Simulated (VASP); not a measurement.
A run of VASP 6.6.1 is set up as follows.

File INCAR:

```
  PREC = Accurate
  ENCUT = 520
  EDIFF = 1E-7
  ISMEAR = -1
  SIGMA = 0.05
  LREAL = F
  LASPH = T
  NELM = 80
  ALGO = Normal
  ISIF = 2
  LWAVE = F
  LCHARG = T
  GGA = PE
  LELF = T
  LVHAR = T
  NBANDS = 16
```

The input KPOINTS:

```
Automatic mesh
0
Gamma
  7 7 5
```

The input POSCAR:

```
Te
1.0
    4.4469300000      0.0000000000      0.0000000000
   -2.2234650000      3.8511543489      0.0000000000
    0.0000000000      0.0000000000      5.9149200000
Te
3
Direct
    0.7315070000      0.7276460000      0.5030870000
   -0.0165460000      0.2460390000      0.8330880000
    0.2690910000      0.0005680000      0.1704580000
```

Potentials or basis: VASP PAW PBE potentials, release 64 (Te).

Launch:

```bash
$ cat potpaw_PBE.64/Te/POTCAR > POTCAR
$ mpirun -np 1 vasp_std > vasp.out
```

(1) Estimate the pressure.

(2) Estimate the largest force.

(3) Estimate the band gap on the k mesh.

## Answers

(1) 2.3 GPa.

(2) 0.509 eV/Å.

(3) 0.61 eV, indirect (least direct gap 0.69 eV).

Caveat: spin-orbit coupling is left out, which moves the levels of the heavy elements; an odd mesh through Γ misses points on the zone boundary, where band edges often lie.
